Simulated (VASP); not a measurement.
# InAs (F-43m) in VASP: further runs

Runs on InAs. Level: PBE. Tasks: relaxation of cell and atoms, single point.

Program: VASP 6.6.1. These are calculated values, not measurements. Logs are shortened: lines on timing, memory, paths and dates and some standing lists are left out, and cuts for length are marked.

**Measured values to compare with.**

From a printed reference work, data compilation, for a bulk crystal of InAs at 4.2 K: band gap 0.418 eV (direct).

The runs below are set against these values where they give the same quantity.

**1. The structure**

It takes space group F-43m (No. 216, cubic). The conventional cell has a = 6.036 Å, b = 6.036 Å, c = 6.036 Å, α = 90.00°, β = 90.00°, γ = 90.00°. In (site symmetry -43m) has 4 As at 2.61 Å as nearest neighbours. As (site symmetry -43m) is surrounded by 4 In at 2.61 Å.

**2. Relaxation of cell and atoms, PBE, spin-orbit coupling, no magnetisation**

Input file INCAR:

```
SYSTEM = InAs
PREC = Accurate ; ENCUT = 600
EDIFF = 1E-7 ; ISMEAR = -1
SIGMA = 0.05 ; LREAL = .FALSE.
LASPH = .TRUE. ; NELM = 60
ALGO = Fast ; ISIF = 3
LWAVE = .FALSE. ; LCHARG = .FALSE.
MAGMOM = 0 0 0 0 0 0 ; LORBIT = 11
LSORBIT = .TRUE. ; GGA_COMPAT = .FALSE.
GGA = PE ; IBRION = 2
NSW = 40 ; EDIFFG = -0.01
```

Input file KPOINTS:

```
regular mesh
0
G
  6 6 6
  0 0 0
```

Input file POSCAR:

```
InAs
1.0
    0.0000000000      3.0180000000      3.0180000000
    3.0180000000      0.0000000000      3.0180000000
    3.0180000000      3.0180000000      0.0000000000
In As
1 1
Direct
    0.0000000000      0.0000000000      0.0000000000
    0.7500000000      0.7500000000      0.7500000000
```

Potentials or basis: VASP PAW PBE potentials, release 64 (In_d, As).

Started as:

```bash
$ cat potpaw_PBE.64/In_d/POTCAR potpaw_PBE.64/As/POTCAR > POTCAR
$ mpirun -np 1 vasp_ncl > vasp.out
```

OUTCAR:

```text
SYSTEM = InAs
   PREC = Accurate
   ENCUT = 600
   EDIFF = 1E-7
   ISMEAR = -1
   LREAL = .FALSE.
   LASPH = .TRUE.
   NELM = 60
   ISIF = 3
   LORBIT = 11
   LSORBIT = .TRUE.
   GGA = PE
   IBRION = 2
   NSW = 40
   EDIFFG = -0.01

 ion  position               nearest neighbor table
   1  0.000  0.000  0.000-   2 2.61   2 2.61   2 2.61   2 2.61
   2  0.750  0.750  0.750-   1 2.61   1 2.61   1 2.61   1 2.61

  LATTYP: Found a face centered cubic cell.
 ALAT       =     6.0360000000

  Lattice vectors:

 A1 = (   0.0000000000,   3.0180000000,   3.0180000000)
 A2 = (   3.0180000000,   0.0000000000,   3.0180000000)
 A3 = (   3.0180000000,   3.0180000000,   0.0000000000)

Analysis of symmetry for initial positions (statically):
=====================================================================
 Subroutine PRICEL returns:
 Original cell was already a primitive cell.

 Routine SETGRP: Setting up the symmetry group for a
 face centered cubic supercell.

 Subroutine GETGRP returns: Found 24 space group operations
 (whereof 24 operations were pure point group operations)
 out of a pool of 48 trial point group operations.

The static configuration has the point symmetry T_d .

Analysis of symmetry for dynamics (positions and initial velocities):
=====================================================================
 Subroutine PRICEL returns:
 Original cell was already a primitive cell.

 Routine SETGRP: Setting up the symmetry group for a
 face centered cubic supercell.

 Subroutine GETGRP returns: Found 24 space group operations
 (whereof 24 operations were pure point group operations)
 out of a pool of 48 trial point group operations.

The dynamic configuration has the point symmetry T_d .

Analysis of structural, dynamic, and magnetic symmetry:
=====================================================================
 Subroutine PRICEL returns:
 Original cell was already a primitive cell.

 Routine SETGRP: Setting up the symmetry group for a
 face centered cubic supercell.

 Subroutine GETGRP returns: Found 24 space group operations
 (whereof 24 operations were pure point group operations)
 out of a pool of 48 trial point group operations.

The overall configuration has the point symmetry T_d .

 Subroutine INISYM returns: Found 24 space group operations
 (whereof 24 operations are pure point group operations),
 and found     1 'primitive' translations

----------------------------------------------------------------------------------------

                                     Primitive cell

  volume of cell :      54.9778

  direct lattice vectors                    reciprocal lattice vectors
     0.000000000  3.018000000  3.018000000    -0.165672631  0.165672631  0.165672631
     3.018000000  0.000000000  3.018000000     0.165672631 -0.165672631  0.165672631
     3.018000000  3.018000000  0.000000000     0.165672631  0.165672631 -0.165672631

  length of vectors
     4.268096531  4.268096531  4.268096531     0.286953414  0.286953414  0.286953414

  position of ions in fractional coordinates (direct lattice)
     0.000000000  0.000000000  0.000000000
     0.750000000  0.750000000  0.750000000

  ion indices of the primitive-cell ions
   primitive index   ion index
                 1           1
                 2           2

----------------------------------------------------------------------------------------

 KPOINTS: regular mesh

Automatic generation of k-mesh.
 Grid dimensions read from file:
 generate k-points for:    6    6    6

 Generating k-lattice:

  Cartesian coordinates                     Fractional coordinates (reciprocal lattice)
    -0.027612105  0.027612105  0.027612105     0.166666667  0.000000000  0.000000000
     0.027612105 -0.027612105  0.027612105     0.000000000  0.166666667  0.000000000
     0.027612105  0.027612105 -0.027612105     0.000000000  0.000000000  0.166666667

  Length of vectors
     0.047825569  0.047825569  0.047825569

  Shift w.r.t. Gamma in fractional coordinates (k-lattice)
     0.000000000  0.000000000  0.000000000

 Subroutine IBZKPT returns following result:
 ===========================================

 Found     22 irreducible k-points:

 Following reciprocal coordinates:
            Coordinates               Weight
  0.000000  0.000000  0.000000      1.000000
  0.166667  0.000000  0.000000      4.000000
 -0.166667  0.000000  0.000000      4.000000
  0.333333  0.000000  0.000000      4.000000
 -0.333333  0.000000  0.000000      4.000000
  0.500000  0.000000  0.000000      4.000000
[... 14 lines left out ...]
 -0.333333  0.333333  0.166667     24.000000
 -0.333333  0.500000  0.166667     12.000000
   k-points           NKPTS =     22   k-points in BZ     NKDIM =     22   number of bands    NBANDS=     26
   number of dos      NEDOS =    301   number of ions     NIONS =      2
   total plane-waves  NPLWV =  46656
   dimension x,y,z NGX =    36 NGY =   36 NGZ =   36
   dimension x,y,z NGXF=    72 NGYF=   72 NGZF=   72
   ions per type =               1   1
   NGX,Y,Z   is equivalent  to a cutoff of  14.02, 14.02, 14.02 a.u.
   NGXF,Y,Z  is equivalent  to a cutoff of  28.04, 28.04, 28.04 a.u.
 SYSTEM =  InAs
   PREC   = accura    normal or accurate (medium, high low for compatibility)
   ISTART =      0    job   : 0-new  1-cont  2-samecut
   ICHARG =      2    charge: 1-file 2-atom 10-const
   ISPIN  =      1    spin polarized calculation?
   LNONCOLLINEAR =      T non collinear calculations
   LSORBIT =      T    spin-orbit coupling
   LASPH  =      T    aspherical Exc in radial PAW
   ENCUT  =  600.0 eV  44.10 Ry    6.64 a.u.   8.52  8.52  8.52*2*pi/ulx,y,z
   NELM   =     60;   NELMIN=  2; NELMDL= -5     # of ELM steps
   EDIFF  = 0.1E-06   stopping-criterion for ELM
   LREAL  =      F    real-space projection
   EDIFFG = -.1E-01   stopping-criterion for IOM
   NSW    =     40    number of steps for IOM
   IBRION =      2    ionic relax: 0-MD 1-quasi-New 2-CG
   NFREE  =      1    steps in history (QN), initial steepest desc. (CG)
   ISIF   =      3    stress and relaxation
   ISYM   =      2    0-nonsym 1-usesym 2-fastsym
   POTIM  = 0.5000    time-step for ionic-motion
   TEBEG  =    0.0;   TEEND  =   0.0 temperature during run
   PSTRESS=    0.0 pullay stress
   NELECT =      18.0000    total number of electrons
   NUPDOWN=      -1.0000    fix difference up-down
   EMIN   =  10.00;   EMAX   =-10.00  energy-range for DOS
   EFERMI =   0.00;   METHOD = LEGACY
   ISMEAR =    -1;   SIGMA  =   0.05  broadening in eV -4-tet -1-fermi 0-gaus
   EFERMI_NEDOS =   21; number of points for ismear=-14 and -15
   IALGO  =     68    algorithm
   IMIX   =      4    mixing-type and parameters
     AMIX     =   0.40;   BMIX     =  1.00
     AMIX_MAG =   1.60;   BMIX_MAG =  1.00
  volume/ion in A,a.u.               =      27.49       185.50
  Fermi-wavevector in a.u.,A,eV,Ry     =   1.128331  2.132236 17.321990  1.273130
  Thomas-Fermi vector in A             =   2.265020
   LORBIT       =     11    0 simple, 1 ext, 2 COOP (PROOUT), +10 PAW based schemes
   GGA     = PE    functional components
   LHFCALC =     F    Hartree Fock is set to
   AEXX    =    0.0000 exact exchange contribution
   IVDW    =     0    specifies the selected vdW correction
   LEPSILON=     F    determine dielectric tensor
   LRPA    =     F    only Hartree local field effects (RPA)
 conjugate gradient relaxation of ions
 RMM-DIIS sequential band-by-band and
  energy-cutoff  :      600.00
  volume of cell :       54.98
 maximum number of plane-waves:      3706
 NGX is ok and might be reduce to    36
   NGX = 17   NGY = 17   NGZ = 17

--------------------------------------- Ionic step        1  -------------------------------------------

 number of electron      18.0000003 magnetization      -0.0000000     -0.0000000     -0.0000000

 number of electron      18.0000003 magnetization       0.0000000     -0.0000000     -0.0000000

 number of electron      18.0000003 magnetization       0.0000000      0.0000000      0.0000000

 number of electron      18.0000003 magnetization       0.0000000      0.0000000     -0.0000000

 Free energy of the ion-electron system (eV)
  ---------------------------------------------------
  ext. energy  EPLUGINS =         0.00000000
  ---------------------------------------------------
  free energy    TOTEN  =        -7.69625785 eV

  energy without entropy =       -7.69555102  energy(sigma->0) =       -7.69590444

 E-fermi :   4.6830     XC(G=0):  -9.1133

 val. band max:        4.6810860352   @ k =   0.0000   0.0000   0.0000
 cond. band min:       5.5332568934   @ k =   0.5000   0.0000   0.0000
 fundamental gap:      0.8521708582
 Fermi energy:         4.6830206779

 k-point     1 :       0.0000    0.0000    0.0000
  band No.  band energies     occupation
      1     -10.2972      1.00000
      2     -10.2972      1.00000
      3     -10.2972      1.00000
      4     -10.2972      1.00000
      5      -9.5075      1.00000
      6      -9.5075      1.00000
[... 706 lines left out ...]
 number of electron      17.9999997 magnetization       0.0000000      0.0000000      0.0000000

 number of electron      17.9999997 magnetization      -0.0000000     -0.0000000     -0.0000000

 number of electron      17.9999997 magnetization      -0.0000000      0.0000000     -0.0000000

 Free energy of the ion-electron system (eV)
  ---------------------------------------------------
  ext. energy  EPLUGINS =         0.00000000
  ---------------------------------------------------
  free energy    TOTEN  =        -7.75170275 eV

  energy without entropy =       -7.75096386  energy(sigma->0) =       -7.75133330

 E-fermi :   3.9457     XC(G=0):  -8.7853

 val. band max:        3.9425579681   @ k =   0.0000   0.0000   0.0000
 cond. band min:       4.6364511540   @ k =   0.5000   0.0000   0.0000
 fundamental gap:      0.6938931860
 Fermi energy:         3.9456799932

 k-point     1 :       0.0000    0.0000    0.0000
  band No.  band energies     occupation
      1     -10.9083      1.00000
      2     -10.9083      1.00000
      3     -10.9083      1.00000
      4     -10.9083      1.00000
      5     -10.1038      1.00000
      6     -10.1038      1.00000
[... 656 lines left out ...]
  FREE ENERGIE OF THE ION-ELECTRON SYSTEM (eV)
  ---------------------------------------------------
  free  energy   TOTEN  =        -7.7517027450 eV

  energy  without entropy=       -7.7509638596  energy(sigma->0) =       -7.75133330

 reached required accuracy - stopping structural energy minimisation

 Spin-Orbit-Coupling matrix elements

 Ion:    1  E_soc:     -0.0711236
 l=   1
     0.0000000    -0.0054621    -0.0054621
    -0.0054621     0.0000000    -0.0054621
    -0.0054621    -0.0054621     0.0000000
 l=   2
     0.0000000    -0.0012815     0.0000000    -0.0012815    -0.0051103
    -0.0012815     0.0000000    -0.0038327    -0.0012815    -0.0012776
     0.0000000    -0.0038327     0.0000000    -0.0038327     0.0000000
    -0.0012815    -0.0012815    -0.0038327     0.0000000    -0.0012776
    -0.0051103    -0.0012776     0.0000000    -0.0012776     0.0000000
 l=   3
     0.0000000     0.0000000     0.0000000     0.0000000     0.0000000     0.0000000     0.0000000
     0.0000000     0.0000000     0.0000000     0.0000000     0.0000000     0.0000000     0.0000000
     0.0000000     0.0000000     0.0000000     0.0000000     0.0000000     0.0000000     0.0000000
     0.0000000     0.0000000     0.0000000     0.0000000     0.0000000     0.0000000     0.0000000
     0.0000000     0.0000000     0.0000000     0.0000000     0.0000000     0.0000000     0.0000000
     0.0000000     0.0000000     0.0000000     0.0000000     0.0000000     0.0000000     0.0000000
     0.0000000     0.0000000     0.0000000     0.0000000     0.0000000     0.0000000     0.0000000

 Ion:    2  E_soc:     -0.0271741
 l=   1
     0.0000000    -0.0045273    -0.0045273
    -0.0045273     0.0000000    -0.0045273
    -0.0045273    -0.0045273     0.0000000
 l=   2
     0.0000000    -0.0000009     0.0000000    -0.0000009    -0.0000009
    -0.0000009     0.0000000    -0.0000006    -0.0000009    -0.0000002
     0.0000000    -0.0000006     0.0000000    -0.0000006     0.0000000
    -0.0000009    -0.0000009    -0.0000006     0.0000000    -0.0000002
    -0.0000009    -0.0000002     0.0000000    -0.0000002     0.0000000
 l=   3
     0.0000000     0.0000000     0.0000000     0.0000000     0.0000000     0.0000000     0.0000000
     0.0000000     0.0000000     0.0000000     0.0000000     0.0000000     0.0000000     0.0000000
     0.0000000     0.0000000     0.0000000     0.0000000     0.0000000     0.0000000     0.0000000
     0.0000000     0.0000000     0.0000000     0.0000000     0.0000000     0.0000000     0.0000000
     0.0000000     0.0000000     0.0000000     0.0000000     0.0000000     0.0000000     0.0000000
     0.0000000     0.0000000     0.0000000     0.0000000     0.0000000     0.0000000     0.0000000
     0.0000000     0.0000000     0.0000000     0.0000000     0.0000000     0.0000000     0.0000000

 total charge

# of ion       s       p       d       tot
------------------------------------------
    1        0.848   0.670   9.880  11.399
    2        1.225   1.528   0.019   2.771
--------------------------------------------------
tot          2.073   2.198   9.899  14.171

 magnetization (x)

# of ion       s       p       d       tot
------------------------------------------
    1        0.000  -0.000  -0.000   0.000
    2        0.000   0.000  -0.000   0.000
--------------------------------------------------
tot          0.000   0.000  -0.000   0.000

 magnetization (y)

# of ion       s       p       d       tot
------------------------------------------
    1        0.000   0.000   0.000   0.000
    2        0.000   0.000  -0.000   0.000
--------------------------------------------------
tot          0.000   0.000  -0.000   0.000

 magnetization (z)

# of ion       s       p       d       tot
------------------------------------------
    1       -0.000   0.000  -0.000   0.000
    2       -0.000  -0.000   0.000  -0.000
--------------------------------------------------
tot         -0.000  -0.000  -0.000  -0.000
```

Wall time 10 min (1 thread of Intel Xeon Platinum 8375C at 2.90GHz (Ice Lake), shared host); peak memory 0.42 GiB.

Results:

| Item | Value |
| --- | --- |
| Free energy | -7.7517 eV |
| Relaxed volume | 29.64 Å³/atom |
| Relaxed cell | a = 4.377 Å, b = 4.377 Å, c = 4.377 Å, α = 60.00°, β = 60.00°, γ = 60.00° |
| Space group after relaxing (to 0.05 Å) | F-43m (No. 216) |
| Energy gained by relaxing | 27.7 meV/atom |
| Ionic steps | 3 |
| Pressure after relaxing | 0.0 GPa |
| Valence electrons inside the program's atomic spheres | In 11.40; As 2.77 |

Step by step:
```
step  energy change (eV)  largest force (eV/Å)  pressure (GPa)  volume (Å³)
   1              0.0000                0.0000            4.44        54.98
   2             -0.0463                0.0000           -1.46        61.26
   3             -0.0554                0.0000            0.03        59.29
```

Final structure:
```
CELL_PARAMETERS angstrom
0.00000 3.09486 3.09486
3.09486 0.00000 3.09486
3.09486 3.09486 0.00000
ATOMIC_POSITIONS crystal
In 0.00000 0.00000 0.00000
As 0.75000 0.75000 0.75000
```

PBE usually gives volumes a little too large and moduli too small. Zero-point motion and thermal expansion aren't in these numbers.

[end of part 1 of 2]
